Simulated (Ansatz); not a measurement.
In YN (rock salt type) the Y atom of the primitive cell, with all its periodic images, is moved by 0.06 Å along [111].

```
Y N
1.0
     0.00000    2.46000    2.46000
     2.46000    0.00000    2.46000
     2.46000    2.46000    0.00000
Y N
1 1
Direct
  0.00704 0.00704 0.00704
  0.50000 0.50000 0.50000
```

Theory: Ansatz 0.2.0 development build, PBE0, plane waves, PAW datasets (generated hard set).

Cutoff 700 eV; exchange singularity: truncated; k-mesh 4×4×4 Γ-centred; Fermi–Dirac smearing of 0.05 eV; no spin polarisation.

Task: What force results?

Result: The force on it along the displacement is 0.0113 eV/Å, a force constant of -0.19 eV/Å². The cell stands under a pressure of -3.4 GPa, which shifts the constant from its value at the relaxed volume. It is negative: the force pushes the atom further, so on this mesh the structure is unstable along this displacement. On a mesh this coarse the force constant of so soft a mode can lie far from its converged value, in sign too.

| atom | Fx (eV/Å) | Fy (eV/Å) | Fz (eV/Å) |
| --- | --- | --- | --- |
| Y1 | 0.0065 | 0.0065 | 0.0065 |
| N2 | -0.0065 | -0.0065 | -0.0065 |

The k-mesh is coarse, so these values belong to this mesh and can lie far from the converged ones. Where the force pushes the moved atom further off its site, the soft mode may be real or faked by the k-mesh. Potentials made with PBE were used with another functional.
